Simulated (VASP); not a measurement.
**Ir: relaxation of cell and atoms with PBE**

Crystal: Ir.

```xyz
1
Lattice="0.0000 1.9156 1.9156 1.9156 0.0000 1.9156 1.9156 1.9156 0.0000" Properties=species:S:1:pos:R:3 pbc="T T T"
Ir    0.0000    0.0000    0.0000
```

* Program: VASP 6.6.1
* Task: relaxation of cell and atoms
* Functional: PBE
* Potentials or basis: VASP PAW PBE potentials, release 64 (Ir)
* Cutoff: 520 eV
* k mesh: 18 × 18 × 18
* Occupations: gaussian, width 0.1 eV
* Spin: no spin polarisation
* Further INCAR settings: ALGO = Fast; EDIFF = 1e-07; IBRION = 2; EDIFFG = -0.002; NSW = 80; ISIF = 3

| Item | Value |
| --- | --- |
| Relaxed volume | 14.52 Å³/atom |
| Relaxed cell | a = 2.738 Å, b = 2.738 Å, c = 2.738 Å, α = 60.00°, β = 60.00°, γ = 60.00° |
| Space group after relaxing (to 0.05 Å) | Fm-3m (No. 225) |
| Energy gained by relaxing | 16.8 meV/atom |
| Ionic steps | 8 |
| Pressure after relaxing | 0.0 GPa |
| Band gap on the k mesh | none (metal or under the smearing width) |

The path:
```csv
step,energy change (eV),largest force (eV/Å),pressure (GPa),volume (Å³)
1,0.0000,0.0000,12.18,14.06
2,0.1805,0.0000,-30.48,16.35
3,-0.0168,0.0000,-0.68,14.54
4,-0.0168,0.0000,0.04,14.52
5,-0.0168,0.0000,-0.21,14.52
6,-0.0168,0.0000,0.63,14.49
7,-0.0168,0.0000,0.03,14.52
8,-0.0168,0.0000,0.00,14.52
```

Final structure:
```xyz
1
Lattice="0.0000 1.9362 1.9362 1.9362 0.0000 1.9362 1.9362 1.9362 0.0000" Properties=species:S:1:pos:R:3 pbc="T T T"
Ir    0.0000    0.0000    0.0000
```

Levels at points of the mesh, in eV from the Fermi level:
| k point | band 2 | band 3 | band 4 | band 5 | band 6 | band 7 |
| --- | --- | --- | --- | --- | --- | --- |
| (0.00, 0.00, 0.00) | -3.77 | -3.77 | -3.77 | -1.19 | -1.19 | 14.34 |
| (0.50, 0.00, 0.00) | -3.86 | -3.86 | -0.72 | 0.82 | 0.82 | 6.97 |
| (0.50, 0.50, 0.00) | -7.09 | 0.79 | 1.37 | 1.37 | 1.67 | 10.13 |

It took 43 s on 1 thread of Intel(R) Xeon(R) 6975P-C (Granite Rapids) (shared host), peak memory 0.16 GiB.

Spin-orbit coupling is left out, which matters for the levels of Ir. Zero-point motion and thermal expansion aren't in these numbers.
